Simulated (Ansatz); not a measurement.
A run of Ansatz 0.2.0 is set up as follows.

The input input.yaml:

```yaml
crystal:
  lattice:
    - [-2.3713723045, 2.3713723045, 1.3292653899]
    - [2.3713723045, -2.3713723045, 1.3292653899]
    - [2.3713723045, 2.3713723045, -1.3292653899]
  atoms:
    - { symbol: Si, position: [0.500617, 0.504993, -0.009059] }
    - { symbol: Si, position: [0.25566, 0.759012, 0.494937] }
hamiltonian:
  xc: pbe
  pseudopotentials: { kind: paw }
kpoints:
  mp_grid: { grid: [11, 11, 11] }
scf:
  occupations: { method: fermi_dirac, width: 0.05 }
output:
  forces: true
  stress: true
  eigenvalues: true
```

Potentials or basis: Ansatz PAW.

Command:

```bash
$ ansatz run input.yaml --threads 2 --pin off --max-ram 5120MiB --backend cpu --events-out ev --progress --plain --runs-dir out
```

What does it give for the pressure?

3.2 GPa.

What does it give for the band gap on the k mesh?

None (metal or under the smearing width).

Predict the largest force.

0.079 eV/Å.

Stress tensor (GPa, compression positive):
```
 3.91 -0.02  0.03
-0.02  3.69 -0.04
 0.03 -0.04  2.08
```
